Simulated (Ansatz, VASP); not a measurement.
**One calculation of GaP, two programs**

```
Ga P
1.0
     0.00000    2.72525    2.72525
     2.72525    0.00000    2.72525
     2.72525    2.72525    0.00000
Ga P
1 1
Direct
  0.00000 0.00000 0.00000
  0.75000 0.75000 0.75000
```

Alike in both runs: task relaxation of cell and atoms; functional PBE; k mesh 8 × 8 × 8; occupations fermi-dirac, width 0.05 eV; no spin polarisation.

|  | VASP | Ansatz |
| --- | --- | --- |
| version | VASP 6.6.1 | Ansatz 0.2.0 |
| potentials or method | VASP PAW PBE potentials, release 64 (Ga_d, P) | Ansatz PAW |
| plane-wave cutoff (eV) | 600 | 420 |
| valence electrons in the cell | 18 | 18 |

```csv
,VASP,Ansatz,Ansatz less VASP
"gap on the k mesh at the Fermi level, each at its own relaxed structure (eV)",1.58,1.58,+0.004
relaxed volume (Å³/atom),20.86,20.85,-0.003
relaxed cell length with the largest relative difference (Å),3.893,3.893,-0.0002
energy change over the relaxation (meV/atom),-5,-5,-0.1
```

Caveats: the plane-wave basis is chosen anew once the cell has moved, so the energies of steps on either side of that aren't comparable (Ansatz). A k mesh can miss the band edges. Expect the measured gap to be larger: semilocal functionals such as PBE lack the derivative discontinuity. PBE usually gives volumes a little too large and moduli too small.
